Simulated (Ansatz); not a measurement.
# Ti: the cost of one run

Method: DFT PBE, scalar-relativistic, plane waves, PAW, in Ansatz 0.2.0.

3 further runs of the same task are left out: 3 set aside as unsound or not needed.

## Step 1: The structure to begin with

Symmetry: Im-3m, No. 229, cubic system. Conventional cell: a = 3.255 Å, b = 3.255 Å, c = 3.255 Å, α = 90.00°, β = 90.00°, γ = 90.00°. Ti (site symmetry m-3m) has 8 Ti at 2.82 Å as nearest neighbours.

As a file:

```cif
data_structure
_symmetry_space_group_name_H-M 'Im-3m'
_symmetry_Int_Tables_number 229
_cell_length_a 3.2552
_cell_length_b 3.2552
_cell_length_c 3.2552
_cell_angle_alpha 90.000
_cell_angle_beta 90.000
_cell_angle_gamma 90.000
_cell_volume 34.49
loop_
_atom_site_label
_atom_site_type_symbol
_atom_site_symmetry_multiplicity
_atom_site_Wyckoff_symbol
_atom_site_fract_x
_atom_site_fract_y
_atom_site_fract_z
_atom_site_occupancy
Ti1 Ti 2 a 0.00000 0.00000 0.00000 1
```

This cell was relaxed beforehand with the same method: volume 17.25 Å³/atom, gap on the mesh none (metal).

## Step 4: The grid

The energy is mapped over two normal modes frozen in (zone-centre modes of the cell shown, which folds in the wave vector (1/2, 1/2, 1/2) of the primitive cell).

First coordinate, amplitude of mode 4 (214 cm⁻¹), largest displacement: 11 values from −0.193 Å. Second coordinate, amplitude of mode 5 (214 cm⁻¹), largest displacement: 11 values from −0.193 Å.

Nothing else is relaxed (the cell and all other modes fixed). Energies count from the relaxed high-symmetry cell. Points are written as (first, second).

Displacement patterns for an amplitude of 1 (Å):

```csv
atom,x1,y1,z1,x2,y2,z2
Ti1,1.000,0.000,0.000,0.000,1.000,0.000
Ti2,-1.000,0.000,0.000,0.000,-1.000,0.000
```

(The set-up runs are not shown.)

## Step 5: Point (−0.116 Å, −0.116 Å)

Input file input.yaml:

```yaml
crystal:
  lattice:
    - [0.0, -3.2552372153, 0.0]
    - [-3.2552372153, 0.0, 0.0]
    - [0.0, 0.0, -3.2552372153]
  atoms:
    - { symbol: Ti, position: [0.5355734444, 0.5355734444, 0.5] }
    - { symbol: Ti, position: [-0.0355734444, -0.0355734444, 0.0] }
basis:
  ecutwfc: 520.0
kpoints:
  mp_grid: { grid: [14, 14, 14] }
hamiltonian:
  xc: pbe
  pseudopotentials: { kind: paw, azcp: { folder: soft_1 } }
scf:
  occupations: { method: gaussian, width: 0.15 }
output:
  forces: true
  stress: true
  eigenvalues: true
```

The run is started by

```sh
> ansatz run input.yaml --threads 2 --pin off --max-ram 4096MiB --backend cpu --events-out ev --progress --plain --runs-dir out
```

Q: Estimate wall time and peak memory on 2 threads of Arm Neoverse N1, shared host.

About 20 s, with a peak of 0.54 GiB.
